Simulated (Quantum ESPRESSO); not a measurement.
## Fe in Quantum ESPRESSO: the effect of functional

Fe:

```
CELL_PARAMETERS angstrom
-1.44300 1.44300 1.44300
1.44300 -1.44300 1.44300
1.44300 1.44300 -1.44300
ATOMIC_POSITIONS crystal
Fe 0.00000 0.00000 0.00000
```

Alike in all runs:

- Program: Quantum ESPRESSO 7.5
- Task: phonons
- Cutoff: 762 eV
- Density cutoff: 6095 eV
- k mesh: 9 × 9 × 9
- Occupations: cold, width 0.2 eV
- Spin: collinear spin, ferromagnetic start
- Starting moments: [3.0] μB

Each run relaxes the cell or the atoms first.

```csv
functional,potentials or basis,relaxed volume (Å³/atom),moment (μB),highest phonon frequency (cm⁻¹)
LDA,GBRV 1.5 LDA,10.44,2.07,301
PBEsol,GBRV 1.5 PBEsol,10.76,2.07,-222
BLYP,GBRV 1.5 PBE,?,?,?
AM05,GBRV 1.5 PBE,10.69,2.07,-438
revPBE,GBRV 1.5 PBE,11.74,2.33,295
```

Question: What does the run with functional BLYP give?

Answer: Relaxed volume 12.15 Å³/atom; moment 2.45 μB; highest phonon frequency 364 cm⁻¹.

Caveats: the mesh is thin for the phonons of a metal; the q point doesn't lie on the k mesh, which can shift a metal's frequencies strongly unless the mesh is converged; the potentials were made for another functional, which shifts forces and pressure (some runs); some modes are imaginary (some runs).

Runs at the PBE level aren't shown here.
